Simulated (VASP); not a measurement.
# CsSnI3 (Pm-3m) in VASP: single point with PBE

Aim: the single point of CsSnI3 with PBE.

Program: VASP 6.6.1. These are calculated values, not measurements. Logs are shortened: lines on timing, memory, paths and dates and some standing lists are left out, and cuts for length are marked.

## Step 1: Starting point

The structure is cubic, space group Pm-3m (No. 221). The conventional cell has a = 6.206 Å, b = 6.206 Å, c = 6.206 Å, α = 90.00°, β = 90.00°, γ = 90.00°. Around Cs (site symmetry m-3m) lie 12 I at 4.39 Å. Sn (site symmetry m-3m) has 6 I at 3.10 Å as nearest neighbours. I (site symmetry 4/mmm) has 2 Sn at 3.10 Å as nearest neighbours.

## Step 2: Single point, PBE

INCAR

```
SYSTEM = CsSnI3
PREC = Accurate
ENCUT = 520
EDIFF = 1E-7
ISMEAR = 0
SIGMA = 0.01
LREAL = .False.
LASPH = .True.
NELM = 100
ALGO = Fast
ISIF = 2
LWAVE = .False.
LCHARG = .True.
GGA = PE
LELF = .True.
LVHAR = .True.
NBANDS = 30
```

KPOINTS

```
regular mesh
0
Gamma
  6 6 6
  0 0 0
```

POSCAR

```
CsSnI3
1.0
    6.2058900000      0.0000000000      0.0000000000
    0.0000000000      6.2058900000      0.0000000000
    0.0000000000      0.0000000000      6.2058900000
Cs Sn I
1 1 3
Direct
    0.0000000000      0.0000000000      0.0000000000
    0.5000000000      0.5000000000      0.5000000000
    0.0000000000      0.5000000000      0.5000000000
    0.5000000000      0.0000000000      0.5000000000
    0.5000000000      0.5000000000      0.0000000000
```

Potentials or basis: VASP PAW PBE potentials, release 64 (Cs_sv, Sn_d, I).

Run with:

```console
> cat potpaw_PBE.64/Cs_sv/POTCAR potpaw_PBE.64/Sn_d/POTCAR potpaw_PBE.64/I/POTCAR > POTCAR
> mpirun -np 1 vasp_std > vasp.out
```

OUTCAR:

```text
SYSTEM = CsSnI3
   PREC = Accurate
   ENCUT = 520
   EDIFF = 1E-7
   ISMEAR = 0
   LREAL = .False.
   LASPH = .True.
   NELM = 100
   ISIF = 2
   GGA = PE

 ion  position               nearest neighbor table
   1  0.000  0.000  0.000-
   2  0.500  0.500  0.500-   3 3.10   4 3.10   5 3.10   5 3.10   4 3.10   3 3.10
   3  0.000  0.500  0.500-   2 3.10   2 3.10
   4  0.500  0.000  0.500-   2 3.10   2 3.10
   5  0.500  0.500  0.000-   2 3.10   2 3.10

  LATTYP: Found a simple cubic cell.
 ALAT       =     6.2058900000

  Lattice vectors:

 A1 = (   6.2058900000,   0.0000000000,   0.0000000000)
 A2 = (   0.0000000000,   6.2058900000,   0.0000000000)
 A3 = (   0.0000000000,   0.0000000000,   6.2058900000)

Analysis of symmetry for initial positions (statically):
=====================================================================
 Subroutine PRICEL returns:
 Original cell was already a primitive cell.

 Routine SETGRP: Setting up the symmetry group for a
 simple cubic supercell.

 Subroutine GETGRP returns: Found 48 space group operations
 (whereof 48 operations were pure point group operations)
 out of a pool of 48 trial point group operations.

The static configuration has the point symmetry O_h .

Analysis of symmetry for dynamics (positions and initial velocities):
=====================================================================
 Subroutine PRICEL returns:
 Original cell was already a primitive cell.

 Routine SETGRP: Setting up the symmetry group for a
 simple cubic supercell.

 Subroutine GETGRP returns: Found 48 space group operations
 (whereof 48 operations were pure point group operations)
 out of a pool of 48 trial point group operations.

The dynamic configuration has the point symmetry O_h .

 Subroutine INISYM returns: Found 48 space group operations
 (whereof 48 operations are pure point group operations),
 and found     1 'primitive' translations

----------------------------------------------------------------------------------------

                                     Primitive cell

  volume of cell :     239.0079

  direct lattice vectors                    reciprocal lattice vectors
     6.205890000  0.000000000  0.000000000     0.161137242  0.000000000  0.000000000
     0.000000000  6.205890000  0.000000000     0.000000000  0.161137242  0.000000000
     0.000000000  0.000000000  6.205890000     0.000000000  0.000000000  0.161137242

  length of vectors
     6.205890000  6.205890000  6.205890000     0.161137242  0.161137242  0.161137242

  position of ions in fractional coordinates (direct lattice)
     0.000000000  0.000000000  0.000000000
     0.500000000  0.500000000  0.500000000
     0.000000000  0.500000000  0.500000000
     0.500000000  0.000000000  0.500000000
     0.500000000  0.500000000  0.000000000

  ion indices of the primitive-cell ions
   primitive index   ion index
                 1           1
                 2           2
                 3           3
                 4           4
                 5           5

----------------------------------------------------------------------------------------

 KPOINTS: regular mesh

Automatic generation of k-mesh.
 Grid dimensions read from file:
 generate k-points for:    6    6    6

 Generating k-lattice:

  Cartesian coordinates                     Fractional coordinates (reciprocal lattice)
     0.026856207  0.000000000  0.000000000     0.166666667  0.000000000  0.000000000
     0.000000000  0.026856207  0.000000000     0.000000000  0.166666667  0.000000000
     0.000000000  0.000000000  0.026856207     0.000000000  0.000000000  0.166666667

  Length of vectors
     0.026856207  0.026856207  0.026856207

  Shift w.r.t. Gamma in fractional coordinates (k-lattice)
     0.000000000  0.000000000  0.000000000

 Subroutine IBZKPT returns following result:
 ===========================================

 Found     20 irreducible k-points:

 Following reciprocal coordinates:
            Coordinates               Weight
  0.000000  0.000000  0.000000      1.000000
  0.166667  0.000000  0.000000      6.000000
  0.333333  0.000000  0.000000      6.000000
  0.500000  0.000000  0.000000      3.000000
  0.166667  0.166667  0.000000     12.000000
  0.333333  0.166667  0.000000     24.000000
[... 12 lines left out ...]
  0.500000  0.500000  0.333333      6.000000
  0.500000  0.500000  0.500000      1.000000
   k-points           NKPTS =     20   k-points in BZ     NKDIM =     20   number of bands    NBANDS=     30
   number of dos      NEDOS =    301   number of ions     NIONS =      5
   total plane-waves  NPLWV = 110592
   dimension x,y,z NGX =    48 NGY =   48 NGZ =   48
   dimension x,y,z NGXF=    96 NGYF=   96 NGZF=   96
   ions per type =               1   1   3
   NGX,Y,Z   is equivalent  to a cutoff of  12.86, 12.86, 12.86 a.u.
   NGXF,Y,Z  is equivalent  to a cutoff of  25.72, 25.72, 25.72 a.u.
 SYSTEM =  CsSnI3
   PREC   = accura    normal or accurate (medium, high low for compatibility)
   ISTART =      0    job   : 0-new  1-cont  2-samecut
   ICHARG =      2    charge: 1-file 2-atom 10-const
   ISPIN  =      1    spin polarized calculation?
   LNONCOLLINEAR =      F non collinear calculations
   LSORBIT =      F    spin-orbit coupling
   LASPH  =      T    aspherical Exc in radial PAW
   ENCUT  =  520.0 eV  38.22 Ry    6.18 a.u.  11.54 11.54 11.54*2*pi/ulx,y,z
   NELM   =    100;   NELMIN=  2; NELMDL= -5     # of ELM steps
   EDIFF  = 0.1E-06   stopping-criterion for ELM
   LREAL  =      F    real-space projection
   EDIFFG = 0.1E-05   stopping-criterion for IOM
   NSW    =      0    number of steps for IOM
   IBRION =     -1    ionic relax: 0-MD 1-quasi-New 2-CG
   NFREE  =      0    steps in history (QN), initial steepest desc. (CG)
   ISIF   =      2    stress and relaxation
   ISYM   =      2    0-nonsym 1-usesym 2-fastsym
   POTIM  = 0.5000    time-step for ionic-motion
   TEBEG  =    0.0;   TEEND  =   0.0 temperature during run
   PSTRESS=    0.0 pullay stress
   NELECT =      44.0000    total number of electrons
   NUPDOWN=      -1.0000    fix difference up-down
   EMIN   =  10.00;   EMAX   =-10.00  energy-range for DOS
   EFERMI =   0.00;   METHOD = LEGACY
   ISMEAR =     0;   SIGMA  =   0.01  broadening in eV -4-tet -1-fermi 0-gaus
   EFERMI_NEDOS =   21; number of points for ismear=-14 and -15
   IALGO  =     68    algorithm
   IMIX   =      4    mixing-type and parameters
     AMIX     =   0.40;   BMIX     =  1.00
     AMIX_MAG =   1.60;   BMIX_MAG =  1.00
  volume/ion in A,a.u.               =      47.80       322.58
  Fermi-wavevector in a.u.,A,eV,Ry     =   0.931297  1.759897 11.800531  0.867315
  Thomas-Fermi vector in A             =   2.057776
   LORBIT       =      0    0 simple, 1 ext, 2 COOP (PROOUT), +10 PAW based schemes
   GGA     = PE    functional components
   LHFCALC =     F    Hartree Fock is set to
   AEXX    =    0.0000 exact exchange contribution
   IVDW    =     0    specifies the selected vdW correction
   LEPSILON=     F    determine dielectric tensor
   LRPA    =     F    only Hartree local field effects (RPA)
 non-spin polarized calculation
 RMM-DIIS sequential band-by-band and
 Gauss-broadening in eV      SIGMA  =   0.01
  energy-cutoff  :      520.00
  volume of cell :      239.01
 maximum number of plane-waves:      6488
 NGX is ok and might be reduce to    48

 number of electron      43.9999983 magnetization

 Free energy of the ion-electron system (eV)
  ---------------------------------------------------
  ext. energy  EPLUGINS =         0.00000000
  ---------------------------------------------------
  free energy    TOTEN  =       -14.01121400 eV

  energy without entropy =      -14.01121400  energy(sigma->0) =      -14.01121400

 E-fermi :   3.0281     XC(G=0):  -7.5237

 val. band max:        2.9127346755   @ k =   0.5000   0.5000   0.5000
 cond. band min:       3.2215585440   @ k =   0.5000   0.5000   0.5000
 fundamental gap:      0.3088238685
 Fermi energy:         3.0281364897

 k-point     1 :       0.0000    0.0000    0.0000
  band No.  band energies     occupation
      1     -19.4300      2.00000
      2     -19.2202      2.00000
      3     -19.2202      2.00000
      4     -19.2001      2.00000
      5     -19.2001      2.00000
      6     -19.2001      2.00000
[... 22 lines left out ...]
     29       7.5955      0.00000
     30       7.5956      0.00000

 k-point     2 :       0.1667    0.0000    0.0000
  band No.  band energies     occupation
      1     -19.4299      2.00000
      2     -19.2202      2.00000
      3     -19.2198      2.00000
      4     -19.2001      2.00000
      5     -19.2001      2.00000
      6     -19.2001      2.00000
[... 22 lines left out ...]
     29       6.6181      0.00000
     30       7.5303      0.00000

 k-point     3 :       0.3333    0.0000    0.0000
  band No.  band energies     occupation
      1     -19.4297      2.00000
      2     -19.2202      2.00000
      3     -19.2190      2.00000
      4     -19.2002      2.00000
      5     -19.2002      2.00000
      6     -19.2001      2.00000
[... 22 lines left out ...]
     29       7.0932      0.00000
     30       7.7141      0.00000

 k-point     4 :       0.5000    0.0000    0.0000
  band No.  band energies     occupation
      1     -19.4296      2.00000
      2     -19.2201      2.00000
      3     -19.2186      2.00000
      4     -19.2002      2.00000
      5     -19.2002      2.00000
      6     -19.2001      2.00000
[... 484 lines left out ...]
     29       7.1808      0.00000
     30       7.7546      0.00000

 k-point    19 :       0.5000    0.5000    0.3333
  band No.  band energies     occupation
      1     -19.4289      2.00000
      2     -19.2182      2.00000
      3     -19.2178      2.00000
      4     -19.2004      2.00000
      5     -19.2004      2.00000
      6     -19.2004      2.00000
[... 22 lines left out ...]
     29       7.0153      0.00000
     30       7.8974      0.00000

 k-point    20 :       0.5000    0.5000    0.5000
  band No.  band energies     occupation
      1     -19.4289      2.00000
      2     -19.2178      2.00000
      3     -19.2178      2.00000
      4     -19.2004      2.00000
      5     -19.2004      2.00000
      6     -19.2004      2.00000
[... 22 lines left out ...]
     29       6.8803      0.00000
     30       8.0632      0.00000

------------------------ aborting loop because EDIFF is reached ----------------------------------------

  FORCE on cell =-STRESS in cart. coord.  units (eV):
  Direction    XX          YY          ZZ          XY          YZ          ZX
  --------------------------------------------------------------------------------------
  -------------------------------------------------------------------------------------
  Total        0.9632487      0.9632487      0.9632487      0.0000000     -0.0000000     -0.0000000
  in kB        6.4570892      6.4570892      6.4570892      0.0000000     -0.0000000     -0.0000000
  external PRESSURE =       6.4570892 kB  Pullay stress =       0.0000000 kB

 VOLUME and BASIS-vectors are now :
 -----------------------------------------------------------------------------
  energy-cutoff  :      520.00
  volume of cell :      239.01
      direct lattice vectors                 reciprocal lattice vectors
     6.205890000  0.000000000  0.000000000     0.161137242  0.000000000  0.000000000
     0.000000000  6.205890000  0.000000000     0.000000000  0.161137242  0.000000000
     0.000000000  0.000000000  6.205890000     0.000000000  0.000000000  0.161137242

 POSITION                                       TOTAL-FORCE (eV/Angst)
 -----------------------------------------------------------------------------------
      0.00000      0.00000      0.00000         0.000000      0.000000      0.000000
      3.10295      3.10295      3.10295         0.000000      0.000000      0.000000
      0.00000      3.10295      3.10295         0.000000      0.000000      0.000000
      3.10295      0.00000      3.10295         0.000000      0.000000      0.000000
      3.10295      3.10295      0.00000         0.000000      0.000000      0.000000
 -----------------------------------------------------------------------------------
    total drift:                                0.000000     -0.000000     -0.000000

  FREE ENERGIE OF THE ION-ELECTRON SYSTEM (eV)
  ---------------------------------------------------
  free  energy   TOTEN  =       -14.0112139995 eV

  energy  without entropy=      -14.0112139995  energy(sigma->0) =      -14.01121400
```

It took 2.1 min on 1 thread of Intel Xeon Platinum 8488C (Sapphire Rapids), shared host; peak memory 0.42 GiB.

What came out:

```
Free energy            : -14.0112 eV
Pressure               : 0.6 GPa
Band gap on the k mesh : 0.31 eV, direct
```

Levels at points of the mesh, in eV from the valence-band top:
```tsv
k point	band 19	band 20	band 21	band 22	band 23	band 24	band 25	band 26
(0.00, 0.00, 0.00)	-2.37	-2.21	-2.21	-2.21	2.15	3.08	3.08	3.41
(0.50, 0.00, 0.00)	-2.53	-2.33	-2.33	-1.59	1.08	3.70	3.89	4.17
(0.50, 0.50, 0.00)	-2.68	-2.56	-1.79	-0.79	0.76	0.76	3.96	4.18
(0.50, 0.50, 0.50)	-1.77	-1.77	-1.77	0.00	0.31	0.31	0.31	2.96
```

Caveat: spin-orbit coupling is left out, which moves the levels of the heavy elements. As with any semilocal functional, this PBE gap is likely too small.
